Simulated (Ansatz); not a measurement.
We consider rock-salt LiI, described by PBE in Ansatz (plane waves, PAW).

A relaxed, unreconstructed slab of the (100) face has 8 atoms, two equal faces of 18.120 Å² each and an energy of -30879.8572 eV. A bulk cell of 4 atoms with the same orientation and in-plane k mesh has -15440.0007 eV. Energies are extrapolated to zero smearing.

Numerical settings: plane-wave cutoff 500 eV, 6×6×1 k mesh (along the axes of the cell as run), gaussian smearing 0.02 eV, scalar-relativistic PAW data made under PBE.

Worked out: γ = (E_slab − N E_bulk per atom)/2A = [-30879.8572 − 8 × (-15440.0007/4)]/(2 × 18.120) = 0.0040 eV/Å². With 16.022 J/m² per eV/Å² this is 0.06 J/m², or 0.07 eV per surface cell and face.

Ansatz is a first-principles code.
